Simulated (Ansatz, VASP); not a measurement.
Al in VASP and in Ansatz

File INCAR:

```
SYSTEM = Al
ALGO     = Fast           ! electronic algorithm
EDIFF    = 1E-7           ! SCF threshold, eV
ENCUT    = 520            ! plane-wave cutoff, eV
GGA      = PS             ! functional
ISIF     = 2              ! what is computed and relaxed
ISMEAR   = 0              ! smearing method
LASPH    = .True.         ! aspherical terms in the spheres
LCHARG   = .True.         ! write CHGCAR
LELF     = .True.         ! ELF
LREAL    = .False.        ! projectors in reciprocal space
LVHAR    = .True.       
LWAVE    = .False.        ! write WAVECAR
NBANDS   = 8              ! bands
NELM     = 100            ! most SCF steps
PREC     = Accurate       ! precision mode
SIGMA    = 0.15           ! smearing width, eV
```

Contents of KPOINTS:

```
k-points
0
Gamma
  20 20 20
  0 0 0
```

The input POSCAR:

```
Al
1.0
    0.0000000000      2.0846994000      2.0543397000
    2.0846994000      0.0000000000      2.0543397000
    2.0846994000      2.0846994000      0.0000000000
Al
1
Direct
    0.0000000000      0.0000000000      0.0000000000
```

Input for Ansatz:

```yaml
crystal:
  lattice:
    - [0.0, 2.0846994, 2.0543397]
    - [2.0846994, 0.0, 2.0543397]
    - [2.0846994, 2.0846994, 0.0]
  atoms:
    - { symbol: Al, position: [0.0, 0.0, 0.0] }
basis:
  ecutwfc: 420
kpoints:
  mp_grid: { grid: [20, 20, 20] }
hamiltonian:
  xc: pbesol
scf:
  occupations: { method: gaussian, width: 0.15 }
output:
  forces: true
  stress: true
  eigenvalues: true
```

Change from the starting cell: strain +0.030 along x and y, +0.015 along z, atoms carried along.

Alike in both runs: task single point; functional PBEsol; k mesh 20 × 20 × 20; occupations gaussian, width 0.15 eV; no spin polarisation.

|  | VASP | Ansatz |
| --- | --- | --- |
| version | VASP 6.6.1 | Ansatz 0.2.0 |
| potentials or method | VASP PAW PBE potentials, release 64 (Al) | scalar-relativistic, plane waves, PAW |
| plane-wave cutoff (eV) | 520 | 420 |
| valence electrons in the cell | 3 | 3 |

```tsv
	VASP	Ansatz	Ansatz less VASP
gap on the k mesh at the Fermi level (eV)	none	none	-
pressure (GPa)	-6.4	-6.4	-0.03
```

A gap of «none» marks a metal or a gap that the smearing closes.

Caveats: the PAW data sets were made with another functional, which shifts forces and pressure a little (VASP).
